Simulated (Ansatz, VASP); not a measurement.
# Two plane-wave programs on CsPbCl3

```
Cs Pb Cl
1.0
     5.61865    0.00000    0.00000
     0.00000    5.61865    0.00000
     0.00000    0.00000    5.61865
Cs Pb Cl
1 1 3
Direct
  0.50000 0.50000 0.50000
  0.00000 0.00000 0.00000
  0.50000 0.00000 0.00000
  0.00000 0.50000 0.00000
  0.00000 0.00000 0.50000
```

Alike in both runs: task single point; functional LDA; k mesh 6 × 6 × 6; occupations gaussian, width 0.01 eV; no spin polarisation.

|  | VASP | Ansatz |
| --- | --- | --- |
| version | VASP 6.6.1 | Ansatz 0.2.0 |
| potentials or method | VASP PAW LDA potentials, release 64 (Cs_sv, Pb_d, Cl) | scalar-relativistic, plane waves, PAW |
| plane-wave cutoff (eV) | 520 | 420 |
| valence electrons in the cell | 44 | 44 |

|  | VASP | Ansatz | Ansatz less VASP |
| --- | --- | --- | --- |
| gap on the k mesh at the Fermi level (eV) | 1.74 | 1.77 | +0.026 |
| least direct gap on the mesh (eV) | 1.74 | 1.77 | +0.026 |

Caveats: spin-orbit coupling is left out, which as a rule narrows the gap of such compounds by several tenths of an eV. A k mesh can miss the band edges. Expect the measured gap to be larger: semilocal functionals such as LDA lack the derivative discontinuity.
